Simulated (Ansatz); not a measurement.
Working through a scan of the energy under strain of TiPt3, space group Pm-3m

Program: the Python package of Ansatz (0.2.0).

At the Python prompt:
```pycon
>>> import ansatz as az
>>> import numpy as np
>>> from tabulate import tabulate
>>> vectors0 = np.array([
...     [3.897, 0.0, 0.0],
...     [0.0, 3.897, 0.0],
...     [0.0, 0.0, 3.897],
... ])
>>> sites = [
...     ("Ti", [0.0, 0.0, 0.0]),
...     ("Pt", [0.0, 0.5, 0.5]),
...     ("Pt", [0.5, 0.0, 0.5]),
...     ("Pt", [0.5, 0.5, 0.0]),
... ]
>>> def crystal_on(cell):
...     crystal = az.Crystal(lattice=az.Lattice.of(cell))
...     for symbol, position in sites:
...         crystal = crystal.atom(symbol, position)
...     return crystal
...
>>> # clamped ions: the fractional positions stay as typed
>>> values = np.linspace(-0.02, 0.02, 5)
>>> energies = []
>>> for d in values:
...     strain = np.diag([d, d, (1 + d) ** -2 - 1])
...     cell = vectors0 @ (np.eye(3) + strain)
...     model = (
...         crystal_on(cell).calculation()
...         .functional(az.Functional.LDA)
...         .pseudopotentials("paw")
...         .occupations(az.OccupationsMethod.FERMI_DIRAC, width=0.05)
...         .basis(520)
...         .kpoints(9, 9, 9)
...     )
...     r = model.run(threads=1, pin="off").report
...     energies.append(r["free_energy_ev"] / len(sites))
...     print(f"d = {d:+.4f}  F = {energies[-1]:.5f} eV/atom")
...
d = -0.0200  F = -9797.19255 eV/atom
d = -0.0100  F = -9797.20963 eV/atom
d = +0.0000  F = -9797.21492 eV/atom
d = +0.0100  F = -9797.21024 eV/atom
d = +0.0200  F = -9797.19667 eV/atom
>>> energies = np.array(energies)
>>> print(tabulate(zip(values, 1000 * (energies - energies.min())), headers=["strain", "dE (meV/atom)"], floatfmt=".3f"))
  strain    dE (meV/atom)
--------  ---------------
  -0.020           22.366
  -0.010            5.283
   0.000            0.000
   0.010            4.678
   0.020           18.244
>>> curvature = 2 * np.polyfit(values, energies, 3)[1]
>>> volume = abs(np.linalg.det(vectors0)) / len(sites)
>>> print(f"d2E/dd2 over the volume: {curvature / volume * 160.21766:.1f} GPa")
d2E/dd2 over the volume: 1102.4 GPa
```

Against the unstrained cell the energy per atom changes by +22.37 meV at one end of the scan and +18.24 meV at the other, and its second derivative over the volume is 1102.4 GPa.

Absolute energies stand on the zero of these potentials, so only differences at equal settings mean something. The curvature belongs to this strain pattern and to the cell's stress; it equals a single elastic constant only for simple patterns. In a metal a curvature from energy changes of a few meV or less hangs on mesh and smearing, in size and even in sign. Spin-orbit coupling, which matters for elements this heavy, is left out. The starting cell is as deposited in a crystallographic database; the results hold for this polymorph, which needn't be the stable one. The ions keep their fractional positions (clamped ions). Run time: 31 s on 1 thread of Arm Neoverse V2, with other jobs on the host, peak memory 0.52 GiB.
